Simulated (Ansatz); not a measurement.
CdS (Hawleyite) under changes of volume

One of the cells (24.808 Å³/atom); the others are scaled copies at fixed shape and fractional positions:

```xyz
2
Lattice="0.0000 2.9165 2.9165 2.9165 0.0000 2.9165 2.9165 2.9165 0.0000" Properties=species:S:1:pos:R:3 pbc="T T T"
Cd    0.0000    0.0000    0.0000
S     4.3748    4.3748    4.3748
```

- Program: Ansatz 0.2.0
- Functional: HSEsol
- Potentials or basis: Ansatz PAW
- Cutoff: 420 eV (not typed: the program's choice for these potentials)
- k mesh: 4 × 4 × 4
- Occupations: fermi-dirac, width 0.05 eV
- Spin: no spin polarisation

| volume (Å³/atom) | energy over the lowest point (meV/atom) | pressure (GPa) | gap on the mesh (eV) |
| --- | --- | --- | --- |
| 23.319 | 16.18 | 4.1 | 2.17 |
| 23.815 | 6.03 | 2.4 | 2.12 |
| 24.312 | ? | ? | ? |
| 24.808 | 0.00 | -0.4 | 2.02 |
| 25.304 | 3.11 | -1.6 | 1.98 |
| 25.800 | 9.75 | -2.7 | 1.93 |
| 26.296 | 19.52 | -3.6 | 1.88 |

Problem. What does the run at 24.312 Å³/atom give?

Solution. Energy over the lowest point 0.74 meV/atom; pressure 0.9 GPa; gap on the mesh 2.07 eV.

Worked out: A Birch-Murnaghan fit of order 3 (a polynomial in V^(-2/3)) to the other rows has its minimum at 24.66 Å³/atom with B0 = V·E''(V) = 65 GPa and B' = 4.6. It gives 0.81 meV/atom at 24.312 Å³/atom, against the run's 0.74, and -dE/dV = 0.9 GPa, against 0.9. A straight line through the other rows of the gap, of slope -2.39 eV per unit of ln V (its deformation potential), gives 2.07 eV, against the run's 2.07.

Energies are extrapolated to zero smearing.

Caveats: all runs use coarse meshes; the PAW data sets come from PBE, with cores solved anew for the run's functional, which leaves a small shift of forces and pressure; the thresholds are loose for stress.

Spin-orbit coupling on Cd is left out.
